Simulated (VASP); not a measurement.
Wanted: the native input for a VASP 6.6.1 run.

```
Task                   : relaxation of the atoms
Functional             : PBEsol
Potentials or basis    : VASP PAW PBE potentials, release 64 (Mo_sv)
Cutoff                 : 600 eV
k mesh                 : 16 × 16 × 16
Occupations            : methfessel-paxton, width 0.1 eV
Spin                   : no spin polarisation
Further INCAR settings : ALGO = Fast; EDIFF = 1e-07; IBRION = 2; EDIFFG = -0.01; NSW = 40
```

The structure of Mo lies in POSCAR:

```
Mo                                      
1.0
   -1.5756958483      1.5756958483      1.5756958483
    1.5756958483     -1.5756958483      1.5756958483
    1.5756958483      1.5756958483     -1.5756958483
  Mo            
     1
Direct
     0.0000000000000000    0.0000000000000000    0.0000000000000000
```

The cell isn't the ideal one: a relaxed cell with its volume scaled by 1.02.

These files were run (other wordings do the same):

INCAR

```
SYSTEM = Mo
  ALGO = Fast
  EDIFF = 1E-7
  EDIFFG = -0.01
  ENCUT = 600
  GGA = PS
  IBRION = 2
  ISIF = 2
  ISMEAR = 1
  LASPH = .True.
  LCHARG = .False.
  LREAL = .False.
  LWAVE = .False.
  NELM = 80
  NSW = 40
  PREC = Accurate
  SIGMA = 0.1
```

KPOINTS

```
k-points
0
Gamma
  16 16 16
  0 0 0
```

Potentials or basis: VASP PAW PBE potentials, release 64 (Mo_sv).

The run is started by

```sh
$ cat potpaw_PBE.64/Mo_sv/POTCAR > POTCAR
$ mpirun -np 1 vasp_std > vasp.out
```

Results of the run:

```yaml
Pressure_after_relaxing: -5.4 GPa
Band_gap_on_the_k_mesh: none (metal or under the smearing width)
```

Caveat: the relaxation stopped at its first step, so nothing moved; the PAW data sets were made with another functional, which shifts forces and pressure a little.

Wall time 9.9 s on 1 thread of Intel(R) Xeon(R) 6975P-C (Granite Rapids), with other jobs on the host, peak memory 0.16 GiB.
